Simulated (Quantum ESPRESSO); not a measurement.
Input of a Quantum ESPRESSO 7.5 run:

Contents of pw.in:

```
&CONTROL
  calculation = 'scf'
  prefix = 'pwscf'
  outdir = './tmp'
  pseudo_dir = './pseudo'
  tprnfor = .true.
  tstress = .true.
  disk_io = 'nowf'
/
&SYSTEM
  ibrav = 0
  nat = 1
  ntyp = 1
  ecutwfc = 55
  ecutrho = 440
  nbnd = 13
  occupations = 'smearing'
  smearing = 'fd'
  degauss = 0.00367493
/
&ELECTRONS
  conv_thr = 2d-10
  electron_maxstep = 120
  mixing_beta = 0.5
/
ATOMIC_SPECIES
Pb   207.2000 Pb.pbe-dn-kjpaw_psl.0.2.2.UPF
CELL_PARAMETERS angstrom
   0.0193336300    2.4628699300    2.4528113600
   2.5028571400   -0.0067465600    2.4788915500
   2.4813249000    2.4674178800    0.0147856800
ATOMIC_POSITIONS crystal
Pb     0.0000000000    0.0000000000    0.0000000000
K_POINTS automatic
9 9 9 0 0 0
```

Potentials or basis: SSSP 1.3 efficiency PBE.

Launch:

```bash
$ OMP_NUM_THREADS=1 pw.x -in pw.in > pw.out
```

(1) Estimate the pressure.

(2) Estimate the band gap on the k mesh.

## Answers

(1) 2.5 GPa.

(2) none (metal or under the smearing width).
